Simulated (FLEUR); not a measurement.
A run of FLEUR MaX-R8.1 (later development tree) is set up as follows.

File inp.xml:

```xml
<?xml version="1.0" encoding="UTF-8" standalone="no"?>
<fleurInput fleurInputVersion="0.39">
   <comment>
      Sn                                                                                                  
   </comment>
   <calculationSetup>
      <cutoffs Kmax="4.1" Gmax="12.7" GmaxXC="12.7" numbands="0"/>
      <scfLoop itmax="80" minDistance="0.0001" maxIterBroyd="30" imix="Anderson" alpha="0.05" precondParam="0.0" spinf="2.0" sdNocoIR="T"/>
      <coreElectrons ctail="F" frcor="F" kcrel="0" coretail_lmax="0"/>
      <xcFunctional name="LibXC" relativisticCorrections="F">
         <LibXCName exchange="mgga_x_scan" correlation="mgga_c_scan"/>
         <AuxGGA exchange="117" correlation="130"/>
      </xcFunctional>
      <magnetism jspins="1"/>
      <soc l_soc="F" theta="0.0" phi="0.0" spav="F"/>
      <expertModes spex="0" secvar="F"/>
      <geometryOptimization l_f="F" forcealpha="1.0" forcemix="BFGS" epsdisp="0.00001" epsforce="0.00001"/>
      <ldaU l_linMix="F" mixParam="0.05" spinf="1.0"/>
   </calculationSetup>
   <cell>
      <bzIntegration valenceElectrons="44.0" mode="hist" fermiSmearingEnergy="0.00183747">
         <kPointListSelection listName="default-1"/>
         <!-- k-points included here -->
         <xi:include xmlns:xi="http://www.w3.org/2001/XInclude" href="kpts.xml"> </xi:include>
      </bzIntegration>
      <!-- symmetry operations included here -->
      <xi:include xmlns:xi="http://www.w3.org/2001/XInclude" href="sym.xml"> </xi:include>
      <bulkLattice scale="1.0">
         <bravaisMatrix>
            <row-1>    0.0000000000000000     6.1101323589473129     6.1101323589473129</row-1>
            <row-2>    6.1101323589473129     0.0000000000000000     6.1101323589473129</row-2>
            <row-3>    6.1101323589473129     6.1101323589473129     0.0000000000000000</row-3>
         </bravaisMatrix>
      </bulkLattice>
   </cell>
   <atomSpecies>
      <species name="Tin (Sn)" element="Sn" atomicNumber="50">
         <mtSphere radius="2.45" gridPoints="811" logIncrement="0.016"/>
         <atomicCutoffs lmax="10" lnonsphr="10"/>
         <electronConfig flipSpins="F">
            <coreConfig>(1s1/2) (2s1/2) (2p1/2) (2p3/2) (3s1/2) (3p1/2) (3p3/2) (3d3/2) (3d5/2)</coreConfig>
            <valenceConfig>(4s1/2) (4p1/2) (4p3/2) (5s1/2) (4d3/2) (4d5/2) (5p1/2) (5p3/2)</valenceConfig>
            <stateOccupation state="(5p1/2)" spinUp="0.333333" spinDown="0.333333"/>
            <stateOccupation state="(5p3/2)" spinUp="0.666667" spinDown="0.666667"/>
         </electronConfig>
         <energyParameters s="5" p="5" d="4" f="4"/>
         <lo type="SCLO" l="0" n="4" eDeriv="0"/>
         <lo type="SCLO" l="1" n="4" eDeriv="0"/>
         <lo type="SCLO" l="1" n="4" eDeriv="1"/>
         <lo type="SCLO" l="2" n="4" eDeriv="2"/>
         <lo type="SCLO" l="3" n="4" eDeriv="2"/>
      </species>
   </atomSpecies>
   <atomGroups>
      <atomGroup species="Tin (Sn)">
         <relPos label="                   1">-3.000/8.000 -3.000/8.000 -3.000/8.000</relPos>
         <relPos label="                   2">3.000/8.000 3.000/8.000 3.000/8.000</relPos>
         <force calculate="T" relaxXYZ="TTT"/>
      </atomGroup>
   </atomGroups>
   <output dos="F" band="F" slice="F">
      <checks vchk="F" cdinf="F"/>
      <bandDOS minEnergy="-.5*Htr" maxEnergy="0.5*Htr" sigma="0.015" storeEVData="T"/>
      <vacuumDOS vacdos="F" integ="F" star="F" nstars="0" locx1="0.0" locy1="0.0" locx2="0.0" locy2="0.0" nstm="0" tworkf="0.0"/>
      <unfoldingBand unfoldBand="F" supercellX="1" supercellY="1" supercellZ="1"/>
      <plotting iplot="0" polar="F">
         <plot TwoD="T" vec1="  1.0  0.0  0.0" vec2="  0.0  1.0  0.0" vec3="  0.0  0.0  1.0" zero="  0.0  0.0  0.0" file="plot"/>
      </plotting>
      <chargeDensitySlicing numkpt="0" minEigenval="0.0" maxEigenval="0.0" nnne="0" pallst="F"/>
      <specialOutput eonly="F"/>
      <moessbauerParams electricFieldGradient="T" isomerShift="T" coreHyperfine="T" valenceHyperfine="T"/>
      <magneticCircularDichroism mcd="F" energyLo="-10.0" energyUp="0.0"/>
   </output>
  <!-- We include the file relax.xml here to enable relaxations (see documentation) -->
  <xi:include xmlns:xi="http://www.w3.org/2001/XInclude" href="relax.xml"> <xi:fallback/> </xi:include>
</fleurInput>
```

The input crystal.txt:

```
Sn
&input cartesian=F /
0.0000000000  3.2333428000  3.2333428000
3.2333428000  0.0000000000  3.2333428000
3.2333428000  3.2333428000  0.0000000000
1.8897261246
1.0 1.0 1.0

2
50 0.7500000000  0.7500000000  0.7500000000
50 0.5000000000  0.5000000000  0.5000000000

&kpt div1=7 div2=7 div3=7 gamma=T /
```

inp.xml (bands)

```
<?xml version="1.0" encoding="UTF-8" standalone="no"?>
<fleurInput fleurInputVersion="0.39">
   <comment>
      Sn                                                                                                  
   </comment>
   <calculationSetup>
      <cutoffs Kmax="4.1" Gmax="12.7" GmaxXC="12.7" numbands="0"/>
      <scfLoop itmax="80" minDistance="0.0001" maxIterBroyd="30" imix="Anderson" alpha="0.05" precondParam="0.0" spinf="2.0" sdNocoIR="T"/>
      <coreElectrons ctail="F" frcor="F" kcrel="0" coretail_lmax="0"/>
      <xcFunctional name="LibXC" relativisticCorrections="F">
         <LibXCName exchange="mgga_x_scan" correlation="mgga_c_scan"/>
         <AuxGGA exchange="117" correlation="130"/>
      </xcFunctional>
      <magnetism jspins="1"/>
      <soc l_soc="F" theta="0.0" phi="0.0" spav="F"/>
      <expertModes spex="0" secvar="F"/>
      <geometryOptimization l_f="F" forcealpha="1.0" forcemix="BFGS" epsdisp="0.00001" epsforce="0.00001"/>
      <ldaU l_linMix="F" mixParam="0.05" spinf="1.0"/>
   </calculationSetup>
   <cell>
      <bzIntegration valenceElectrons="44.0" mode="hist" fermiSmearingEnergy="0.00183747">
         <kPointListSelection listName="path-1"/>
         <!-- k-points included here -->
         <xi:include xmlns:xi="http://www.w3.org/2001/XInclude" href="kpts.xml"> </xi:include>
      </bzIntegration>
      <!-- symmetry operations included here -->
      <xi:include xmlns:xi="http://www.w3.org/2001/XInclude" href="sym.xml"> </xi:include>
      <bulkLattice scale="1.0">
         <bravaisMatrix>
            <row-1>    0.0000000000000000     6.1101323589473129     6.1101323589473129</row-1>
            <row-2>    6.1101323589473129     0.0000000000000000     6.1101323589473129</row-2>
            <row-3>    6.1101323589473129     6.1101323589473129     0.0000000000000000</row-3>
         </bravaisMatrix>
      </bulkLattice>
   </cell>
   <atomSpecies>
      <species name="Tin (Sn)" element="Sn" atomicNumber="50">
         <mtSphere radius="2.45" gridPoints="811" logIncrement="0.016"/>
         <atomicCutoffs lmax="10" lnonsphr="10"/>
         <electronConfig flipSpins="F">
            <coreConfig>(1s1/2) (2s1/2) (2p1/2) (2p3/2) (3s1/2) (3p1/2) (3p3/2) (3d3/2) (3d5/2)</coreConfig>
            <valenceConfig>(4s1/2) (4p1/2) (4p3/2) (5s1/2) (4d3/2) (4d5/2) (5p1/2) (5p3/2)</valenceConfig>
            <stateOccupation state="(5p1/2)" spinUp="0.333333" spinDown="0.333333"/>
            <stateOccupation state="(5p3/2)" spinUp="0.666667" spinDown="0.666667"/>
         </electronConfig>
         <energyParameters s="5" p="5" d="4" f="4"/>
         <lo type="SCLO" l="0" n="4" eDeriv="0"/>
         <lo type="SCLO" l="1" n="4" eDeriv="0"/>
         <lo type="SCLO" l="1" n="4" eDeriv="1"/>
         <lo type="SCLO" l="2" n="4" eDeriv="2"/>
         <lo type="SCLO" l="3" n="4" eDeriv="2"/>
      </species>
   </atomSpecies>
   <atomGroups>
      <atomGroup species="Tin (Sn)">
         <relPos label="                   1">-3.000/8.000 -3.000/8.000 -3.000/8.000</relPos>
         <relPos label="                   2">3.000/8.000 3.000/8.000 3.000/8.000</relPos>
         <force calculate="T" relaxXYZ="TTT"/>
      </atomGroup>
   </atomGroups>
   <output dos="F" band="T" slice="F">
      <checks vchk="F" cdinf="F"/>
      <bandDOS minEnergy="-.5*Htr" maxEnergy="0.5*Htr" sigma="0.015" storeEVData="T"/>
      <vacuumDOS vacdos="F" integ="F" star="F" nstars="0" locx1="0.0" locy1="0.0" locx2="0.0" locy2="0.0" nstm="0" tworkf="0.0"/>
      <unfoldingBand unfoldBand="F" supercellX="1" supercellY="1" supercellZ="1"/>
      <plotting iplot="0" polar="F">
         <plot TwoD="T" vec1="  1.0  0.0  0.0" vec2="  0.0  1.0  0.0" vec3="  0.0  0.0  1.0" zero="  0.0  0.0  0.0" file="plot"/>
      </plotting>
      <chargeDensitySlicing numkpt="0" minEigenval="0.0" maxEigenval="0.0" nnne="0" pallst="F"/>
      <specialOutput eonly="F"/>
      <moessbauerParams electricFieldGradient="T" isomerShift="T" coreHyperfine="T" valenceHyperfine="T"/>
      <magneticCircularDichroism mcd="F" energyLo="-10.0" energyUp="0.0"/>
   </output>
  <!-- We include the file relax.xml here to enable relaxations (see documentation) -->
  <xi:include xmlns:xi="http://www.w3.org/2001/XInclude" href="relax.xml"> <xi:fallback/> </xi:include>
</fleurInput>
```

Potentials or basis: all-electron, FLAPW.

Command:

```sh
$ inpgen -f crystal.txt -profile fastHighL
$ # inp.xml edited to the form shown
$ fleur_MPI
$ fleur_MPI   # second run, on inp.xml (bands)
```

Task: Predict the band gap along the path.

Result: None (metal or under the smearing width).

Core levels (eV from the Fermi level):
```
atom                                                                                                                             levels
1 Sn  1s1/2 -28992.7, 2s1/2 -4371.8, 2p1/2 -4082.8, 2p3/2 -3852.1, 3s1/2 -840.1, 3p1/2 -722.8, 3p3/2 -680.7, 3d3/2 -473.6, 3d5/2 -464.9
2 Sn  1s1/2 -28992.7, 2s1/2 -4371.8, 2p1/2 -4082.8, 2p3/2 -3852.1, 3s1/2 -840.1, 3p1/2 -722.8, 3p3/2 -680.7, 3d3/2 -473.6, 3d5/2 -464.9
```

Caveat: the meta-GGA is that of a development version, with a GGA for the radial functions and cores and without core tails; spin-orbit coupling is left out, which moves the levels of the heavy elements.
